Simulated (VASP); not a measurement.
## HgSe in VASP 6.6.1, single-point calculation

INCAR

```
LASPH = .TRUE.
IBRION = -1
ENCUT = 520
NBANDS = 16
LCHARG = .FALSE.
LREAL = .FALSE.
EDIFF = 1E-7
SIGMA = 0.02
NSW = 0
ISIF = 2
PREC = Accurate
GGA = PE
LWAVE = .FALSE.
NELM = 59
ISMEAR = -1
```

KPOINTS

```
KPOINTS created by Atomic Simulation Environment
0
Monkhorst-Pack
8 8 8
0 0 0
```

POSCAR

```
Hg Se
 1.0000000000000000
    -0.0000000000000000    3.0926650971584833    3.0926650971584833
     3.0926650971584833    0.0000000000000000    3.0926650971584833
     3.0926650971584833    3.0926650971584833    0.0000000000000000
 Hg  Se
   1   1
Cartesian
  0.0000000000000000  0.0000000000000000  0.0000000000000000
  1.5463325485792414  1.5463325485792414  1.5463325485792414
```

The recommended PBE PAW datasets give the neutral cell 18 valence electrons.

Command

```
mpirun -np 1 vasp_std
```

OSZICAR

```
N       E                     dE             d eps       ncg     rms          rms(c)
DAV:   1     0.111313229234E+03    0.11131E+03   -0.85148E+03  1936   0.100E+03
DAV:   2    -0.212222588183E+00   -0.11153E+03   -0.10416E+03  2224   0.239E+02
DAV:   3    -0.436193195413E+01   -0.41497E+01   -0.41386E+01  2304   0.472E+01
DAV:   4    -0.438026020247E+01   -0.18328E-01   -0.18327E-01  2376   0.320E+00
DAV:   5    -0.438036261523E+01   -0.10241E-03   -0.10241E-03  2408   0.213E-01    0.709E+00
DAV:   6    -0.408540735053E+01    0.29496E+00   -0.49115E-01  2912   0.977E+00    0.566E+00
DAV:   7    -0.407564451729E+01    0.97628E-02   -0.11239E-01  2160   0.236E+00    0.257E+00
DAV:   8    -0.407489284433E+01    0.75167E-03   -0.13225E-02  2160   0.138E+00    0.186E-01
DAV:   9    -0.407476646870E+01    0.12638E-03   -0.14521E-03  2424   0.534E-01    0.600E-02
DAV:  10    -0.407477261057E+01   -0.61419E-05   -0.14891E-04  2416   0.151E-01    0.318E-02
DAV:  11    -0.407478935903E+01   -0.16748E-04   -0.57378E-05  2360   0.744E-02    0.238E-02
DAV:  12    -0.407478770060E+01    0.16584E-05   -0.86203E-06  2232   0.394E-02    0.712E-03
DAV:  13    -0.407478771884E+01   -0.18245E-07   -0.65005E-07  2328   0.496E-03
   1 F= -.40747877E+01 E0= -.40747852E+01  d E =-.512103E-05
```

From OUTCAR

```
k-points           NKPTS =     60   k-points in BZ     NKDIM =     60   number of bands    NBANDS=     16

   NELECT =      18.0000    total number of electrons

   dimension x,y,z NGX =    36 NGY =   36 NGZ =   36
   dimension x,y,z NGXF=    72 NGYF=   72 NGZF=   72

  energy-cutoff  :      520.00
  volume of cell :       59.16
      direct lattice vectors                 reciprocal lattice vectors
     0.000000000  3.092665097  3.092665097    -0.161672856  0.161672856  0.161672856
     3.092665097  0.000000000  3.092665097     0.161672856 -0.161672856  0.161672856
     3.092665097  3.092665097  0.000000000     0.161672856  0.161672856 -0.161672856

 k-points in reciprocal lattice and weights: KPOINTS created by Atomic Simulation Env
   0.06250000  0.06250000  0.06250000       0.004
   0.18750000  0.06250000  0.06250000       0.012
   0.31250000  0.06250000  0.06250000       0.012
   0.43750000  0.06250000  0.06250000       0.012
  -0.43750000  0.06250000  0.06250000       0.012
  -0.31250000  0.06250000  0.06250000       0.012
  -0.18750000  0.06250000  0.06250000       0.012
  -0.06250000  0.06250000  0.06250000       0.012
   ...

 E-fermi :   1.3720

 k-point     1 :       0.0625    0.0625    0.0625
  band No.  band energies     occupation
      1     -11.8296      2.00000
      2      -5.5980      2.00000
      3      -5.5976      2.00000
      4      -5.5976      2.00000
      5      -4.9452      2.00000
      6      -4.9452      2.00000
      7      -0.0098      2.00000
      8       1.2354      1.99784
      9       1.2354      1.99784
     10       1.4945      0.00437
     11       6.6926      0.00000
     12       6.8808      0.00000
     13       6.8808      0.00000
     14       9.9983      0.00000
     15      12.1257      0.00000
     16      12.1257      0.00000

 k-point     2 :       0.1875    0.0625    0.0625
  band No.  band energies     occupation
      1     -11.7534      2.00000
      2      -5.5684      2.00000
      3      -5.5645      2.00000
      4      -5.5456      2.00000
      5      -4.9557      2.00000
      6      -4.9379      2.00000
      7      -0.8574      2.00000
      8       0.8585      2.00000
      9       1.1339      1.99999
     10       2.1230      0.00000
     11       6.3357      0.00000
     12       7.0545      0.00000
     13       7.2581      0.00000
     14      11.0450      0.00000
     15      11.2174      0.00000
     16      11.6443      0.00000

 k-point     3 :       0.3125    0.0625    0.0625
  band No.  band energies     occupation
      1     -11.6015      2.00000
      2      -5.5065      2.00000
      3      -5.4939      2.00000
      4      -5.3849      2.00000
      5      -4.9534      2.00000
      6      -4.9233      2.00000
      7      -2.1095      2.00000
      8       0.4575      2.00000
      9       0.8207      2.00000
     10       2.5436      0.00000
     11       6.6608      0.00000
     12       7.4003      0.00000
     13       7.5040      0.00000
     14      10.9790      0.00000
     15      11.0724      0.00000
     16      11.9230      0.00000

 ...

  Total        0.7015101      0.7015101      0.7015101      0.0000000      0.0000000      0.0000000
  in kB       18.9983475     18.9983475     18.9983475      0.0000000      0.0000000      0.0000000
  external PRESSURE =      18.9983475 kB  Pullay stress =       0.0000000 kB

 POSITION                                       TOTAL-FORCE (eV/Angst)
 -----------------------------------------------------------------------------------
      0.00000      0.00000      0.00000        -0.000000     -0.000000     -0.000000
      1.54633      1.54633      1.54633         0.000000      0.000000      0.000000
 -----------------------------------------------------------------------------------
    total drift:                                0.000000      0.000000      0.000000

  FREE ENERGIE OF THE ION-ELECTRON SYSTEM (eV)
  ---------------------------------------------------
  free  energy   TOTEN  =        -4.0747877188 eV

  energy  without entropy=       -4.0747825978  energy(sigma->0) =       -4.07478516
```

It converged. Results: gap between bands v and c on the k mesh 0.26 eV; least direct gap on the k mesh 0.26 eV; pressure 1.9 GPa. Band v is the last that the valence electrons fill when counted band by band, and c is the next.

The shifted mesh misses Γ, so a band edge there is missed.

For comparison, a separate PBE run of the intended cell, on usual settings and not on those above, gives a gap of 0.00 eV on its mesh and a pressure of 1.9 GPa.

The run above took about 49 s on one core of a shared host (Intel Xeon Platinum 8488C) and held 0.23 GiB at most.
